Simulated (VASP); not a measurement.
# AgCl (Pm-3m) in VASP: a series of runs

One crystal, AgCl, is run at these levels: PBE; tasks: single point.

Program: VASP 6.6.1. These are calculated values, not measurements. Logs are shortened: lines on timing, memory, paths and dates and some standing lists are left out, and cuts for length are marked.

### 1 Starting point

Symmetry: Pm-3m, No. 221, cubic system. Conventional cell: a = 3.434 Å, b = 3.434 Å, c = 3.434 Å, α = 90.00°, β = 90.00°, γ = 90.00°. Ag (site symmetry m-3m) has 8 Cl at 2.97 Å as nearest neighbours. Cl (site symmetry m-3m) is surrounded by 8 Ag at 2.97 Å.

Measurements of this composition are mostly on another form, of space group No. 225.

### 2 Single point, PBE

File INCAR:

```
PREC     = Accurate       # precision mode
ENCUT    = 460            # plane-wave cutoff, eV
EDIFF    = 1E-6           # SCF threshold, eV
ISMEAR   = 0              # smearing method
SIGMA    = 0.05           # smearing width, eV
LREAL    = F              # projectors in reciprocal space
LASPH    = T              # aspherical terms in the spheres
NELM     = 100            # most SCF steps
ALGO     = Normal         # electronic algorithm
ISIF     = 2              # what is computed and relaxed
LWAVE    = F              # write WAVECAR
LCHARG   = F              # write CHGCAR
GGA      = PE             # functional
ADDGRID  = F
```

File KPOINTS:

```
Automatic mesh
0
Gamma
  8 8 8
```

File POSCAR:

```
AgCl
1.0
    3.4339730000      0.0000000000      0.0000000000
    0.0000000000      3.4339730000      0.0000000000
    0.0000000000      0.0000000000      3.4339730000
Ag Cl
1 1
Direct
    0.0000000000      0.0000000000      0.0000000000
    0.5000000000      0.5000000000      0.5000000000
```

Potentials or basis: VASP PAW PBE potentials, release 64 (Ag, Cl).

On the command line:

```sh
> cat potpaw_PBE.64/Ag/POTCAR potpaw_PBE.64/Cl/POTCAR > POTCAR
> mpirun -np 1 vasp_std > vasp.out
```

OUTCAR:

```text
PREC = Accurate
   ENCUT = 460
   EDIFF = 1E-6
   ISMEAR = 0
   LREAL = F
   LASPH = T
   NELM = 100
   ISIF = 2
   GGA = PE

 Found     35 irreducible k-points:

 Following reciprocal coordinates:
            Coordinates               Weight
  0.000000  0.000000  0.000000      1.000000
  0.125000  0.000000  0.000000      6.000000
  0.250000  0.000000  0.000000      6.000000
  0.375000  0.000000  0.000000      6.000000
  0.500000  0.000000  0.000000      3.000000
  0.125000  0.125000  0.000000     12.000000
   k-points           NKPTS =     35   k-points in BZ     NKDIM =     35   number of bands    NBANDS=     13
   number of dos      NEDOS =    301   number of ions     NIONS =      2
   total plane-waves  NPLWV =  13824
   dimension x,y,z NGX =    24 NGY =   24 NGZ =   24
   dimension x,y,z NGXF=    48 NGYF=   48 NGZF=   48
   ions per type =               1   1
   NGX,Y,Z   is equivalent  to a cutoff of  11.62, 11.62, 11.62 a.u.
   NGXF,Y,Z  is equivalent  to a cutoff of  23.24, 23.24, 23.24 a.u.
 SYSTEM =  unknown system
   PREC   = accura    normal or accurate (medium, high low for compatibility)
   ISTART =      0    job   : 0-new  1-cont  2-samecut
   ICHARG =      2    charge: 1-file 2-atom 10-const
   ISPIN  =      1    spin polarized calculation?
   LNONCOLLINEAR =      F non collinear calculations
   LSORBIT =      F    spin-orbit coupling
   LASPH  =      T    aspherical Exc in radial PAW
   ENCUT  =  460.0 eV  33.81 Ry    5.81 a.u.   6.01  6.01  6.01*2*pi/ulx,y,z
   NELM   =    100;   NELMIN=  2; NELMDL= -5     # of ELM steps
   EDIFF  = 0.1E-05   stopping-criterion for ELM
   LREAL  =      F    real-space projection
   EDIFFG = 0.1E-04   stopping-criterion for IOM
   NSW    =      0    number of steps for IOM
   IBRION =     -1    ionic relax: 0-MD 1-quasi-New 2-CG
   NFREE  =      0    steps in history (QN), initial steepest desc. (CG)
   ISIF   =      2    stress and relaxation
   ISYM   =      2    0-nonsym 1-usesym 2-fastsym
   POTIM  = 0.5000    time-step for ionic-motion
   TEBEG  =    0.0;   TEEND  =   0.0 temperature during run
   PSTRESS=    0.0 pullay stress
   NELECT =      18.0000    total number of electrons
   NUPDOWN=      -1.0000    fix difference up-down
   EMIN   =  10.00;   EMAX   =-10.00  energy-range for DOS
   EFERMI =   0.00;   METHOD = LEGACY
   ISMEAR =     0;   SIGMA  =   0.05  broadening in eV -4-tet -1-fermi 0-gaus
   EFERMI_NEDOS =   21; number of points for ismear=-14 and -15
   IALGO  =     38    algorithm
   IMIX   =      4    mixing-type and parameters
     AMIX     =   0.40;   BMIX     =  1.00
     AMIX_MAG =   1.60;   BMIX_MAG =  1.00
  volume/ion in A,a.u.               =      20.25       136.63
  Fermi-wavevector in a.u.,A,eV,Ry     =   1.249402  2.361027 21.238760  1.561005
  Thomas-Fermi vector in A             =   2.383444
   LORBIT       =      0    0 simple, 1 ext, 2 COOP (PROOUT), +10 PAW based schemes
   GGA     = PE    functional components
   LHFCALC =     F    Hartree Fock is set to
   AEXX    =    0.0000 exact exchange contribution
   IVDW    =     0    specifies the selected vdW correction
   LEPSILON=     F    determine dielectric tensor
   LRPA    =     F    only Hartree local field effects (RPA)
 non-spin polarized calculation
 Gauss-broadening in eV      SIGMA  =   0.05
  energy-cutoff  :      460.00
  volume of cell :       40.49
 maximum number of plane-waves:       925
   NGX = 13   NGY = 13   NGZ = 13

 number of electron      17.9999990 magnetization

 Free energy of the ion-electron system (eV)
  ---------------------------------------------------
  ext. energy  EPLUGINS =         0.00000000
  ---------------------------------------------------
  free energy    TOTEN  =        -5.12201890 eV

  energy without entropy =       -5.12201890  energy(sigma->0) =       -5.12201890

 E-fermi :   4.1611     XC(G=0): -10.3846

 val. band max:        3.8855094804   @ k =   0.5000   0.0000   0.0000
 cond. band min:       4.4591167290   @ k =   0.0000   0.0000   0.0000
 fundamental gap:      0.5736072486
 Fermi energy:         4.1611187201

 k-point     1 :       0.0000    0.0000    0.0000
  band No.  band energies     occupation
      1     -10.6842      2.00000
      2       1.1709      2.00000
      3       1.1709      2.00000
      4       2.1079      2.00000
      5       2.1079      2.00000
      6       2.1079      2.00000
      7       2.3843      2.00000
      8       2.3843      2.00000
      9       2.3843      2.00000
     10       4.4591      0.00000
     11      13.3225      0.00000
     12      13.3225      0.00000
     13      17.5444      0.00000

 k-point     2 :       0.1250    0.0000    0.0000
  band No.  band energies     occupation
      1     -10.6221      2.00000
      2       0.9572      2.00000
      3       1.1916      2.00000
      4       1.7411      2.00000
      5       1.7411      2.00000
      6       1.9561      2.00000
      7       2.1152      2.00000
      8       2.8062      2.00000
      9       2.8062      2.00000
     10       5.1931      0.00000
     11      13.3212      0.00000
     12      13.3296      0.00000
     13      16.6781      0.00000

 k-point     3 :       0.2500    0.0000    0.0000
  band No.  band energies     occupation
      1     -10.4646      2.00000
      2       0.0338      2.00000
      3       1.2423      2.00000
      4       1.3657      2.00000
      5       1.3657      2.00000
      6       2.0227      2.00000
      7       2.1328      2.00000
      8       3.3250      2.00000
      9       3.3250      2.00000
     10       6.3768      0.00000
     11      12.5088      0.00000
     12      13.3174      0.00000
     13      15.3073      0.00000

 k-point     4 :       0.3750    0.0000    0.0000
  band No.  band energies     occupation
      1     -10.2949      2.00000
      2      -0.8007      2.00000
      3       1.1223      2.00000
      4       1.1223      2.00000
      5       1.2938      2.00000
      6       2.1506      2.00000
      7       2.3255      2.00000
      8       3.7290      2.00000
      9       3.7290      2.00000
     10       7.6176      0.00000
     11      10.8317      0.00000
     12      13.3126      0.00000
     13      14.2849      0.00000

 k-point     5 :       0.5000    0.0000    0.0000
  band No.  band energies     occupation
      1     -10.2205      2.00000
      2      -1.1145      2.00000
      3       1.0383      2.00000
      4       1.0383      2.00000
      5       1.3155      2.00000
      6       2.1580      2.00000
      7       2.4681      2.00000
      8       3.8855      2.00000
      9       3.8855      2.00000
     10       8.7982      0.00000
     11       9.3963      0.00000
     12      13.3103      0.00000
     13      13.9101      0.00000

 k-point     6 :       0.1250    0.1250    0.0000
  band No.  band energies     occupation
      1     -10.5625      2.00000
      2       0.9136      2.00000
      3       1.0410      2.00000
      4       1.4431      2.00000
      5       1.6299      2.00000
      6       2.0662      2.00000
      7       2.3667      2.00000
      8       2.4058      2.00000
      9       3.0134      2.00000
     10       5.8217      0.00000
     11      13.2901      0.00000
     12      13.4418      0.00000
     13      15.3985      0.00000

 [... further k-points ...]

------------------------ aborting loop because EDIFF is reached ----------------------------------------

  FORCE on cell =-STRESS in cart. coord.  units (eV):
  Direction    XX          YY          ZZ          XY          YZ          ZX
  --------------------------------------------------------------------------------------
  -------------------------------------------------------------------------------------
  Total       -0.0632239     -0.0632239     -0.0632239     -0.0000000     -0.0000000      0.0000000
  in kB       -2.5015055     -2.5015055     -2.5015055     -0.0000000     -0.0000000      0.0000000
  external PRESSURE =      -2.5015055 kB  Pullay stress =       0.0000000 kB

 VOLUME and BASIS-vectors are now :
 -----------------------------------------------------------------------------
  energy-cutoff  :      460.00
  volume of cell :       40.49
      direct lattice vectors                 reciprocal lattice vectors
     3.433973000  0.000000000  0.000000000     0.291207881  0.000000000  0.000000000
     0.000000000  3.433973000  0.000000000     0.000000000  0.291207881  0.000000000
     0.000000000  0.000000000  3.433973000     0.000000000  0.000000000  0.291207881

 POSITION                                       TOTAL-FORCE (eV/Angst)
 -----------------------------------------------------------------------------------
      0.00000      0.00000      0.00000         0.000000      0.000000      0.000000
      1.71699      1.71699      1.71699         0.000000      0.000000      0.000000
 -----------------------------------------------------------------------------------
    total drift:                                0.000000      0.000000     -0.000000

  FREE ENERGIE OF THE ION-ELECTRON SYSTEM (eV)
  ---------------------------------------------------
  free  energy   TOTEN  =        -5.1220189011 eV

  energy  without entropy=       -5.1220189011  energy(sigma->0) =       -5.12201890
```

It took 6.5 s on 1 thread of AMD EPYC 9R45 (Zen 5), shared host; peak memory 0.11 GiB.

These settings aren't checked as converged: the numbers below hold their error.

What came out:

| Item | Value |
| --- | --- |
| Free energy | -5.1220 eV |
| Pressure | -0.3 GPa |
| Band gap on the k mesh | 0.57 eV, indirect (least direct gap 2.07 eV) |

### 3 Single point, PBE

Edit INCAR of step 2 so:

```diff
@@ -1,3 +1,3 @@
 PREC     = Accurate       # precision mode
-ENCUT    = 460            # plane-wave cutoff, eV
+ENCUT    = 650            # plane-wave cutoff, eV
 EDIFF    = 1E-6           # SCF threshold, eV
```

File KPOINTS:

```
Automatic mesh
0
Gamma
  7 7 7
```

POSCAR is that of step 2.

Potentials or basis: VASP PAW PBE potentials, release 64 (Ag, Cl).

On the command line:

```sh
> cat potpaw_PBE.64/Ag/POTCAR potpaw_PBE.64/Cl/POTCAR > POTCAR
> mpirun -np 1 vasp_std > vasp.out
```

Run time: 8.1 s. Hardware: 1 thread of AMD EPYC 9R45 (Zen 5), shared host; peak memory 0.14 GiB.

These settings aren't checked as converged: the numbers below hold their error.

Results:

- Free energy: -5.1213 eV
- Pressure: -0.2 GPa
- Band gap on the k mesh: 0.63 eV, indirect (least direct gap 2.07 eV)

Caveat: an odd mesh through Γ misses points on the zone boundary, where band edges often lie.

(Part 1 of 2 ends here.)
